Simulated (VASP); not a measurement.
Results of a VASP single-point calculation on AlN (strained rocksalt)

POSCAR

```
Al N
 1.0000000000000000
     0.0000000000000000    2.0794345057000001    2.0794345057000001
     2.0794345057000001    0.0000000000000000    2.0794345057000001
     2.0794345057000001    2.0794345057000001    0.0000000000000000
 Al  N
   1   1
Cartesian
  0.0000000000000000  0.0000000000000000  0.0000000000000000
  2.0794345057000001  2.0794345057000001  2.0794345057000001
```

| Item | Value |
| --- | --- |
| gap between bands v and c | 4.66 eV |
| least direct gap | 5.30 eV |

Band v is the last that the valence electrons fill when counted band by band, and c is the next. Levels in eV from the top of v:

| point | v−1 | v | c | c+1 |
| --- | --- | --- | --- | --- |
| Γ | 0.00 | 0.00 | 5.30 | 12.62 |
| X | -2.68 | -2.68 | 4.66 | 6.10 |
| K | -5.17 | -2.19 | 6.11 | 9.63 |
| L | -1.00 | -1.00 | 6.37 | 11.20 |
| W | -5.37 | -3.73 | 8.13 | 11.19 |

Task: Which of these levels of theory gave these results?
A. r²SCAN
B. LDA
C. PBE0
D. PBE
E. PBE with spin–orbit coupling
F. HSE06
G. PBEsol

Result: A.

The INCAR was:

```
SIGMA = 0.01
ALGO = Normal
LCHARG = .TRUE.
NELM = 120
ISIF = 2
PREC = Accurate
ISMEAR = 0
ENCUT = 520
EDIFF = 1E-7
LELF = .TRUE.
LWAVE = .FALSE.
NBANDS = 11
LASPH = .TRUE.
LREAL = .FALSE.
NSW = 0
METAGGA = R2SCAN
IBRION = -1
```
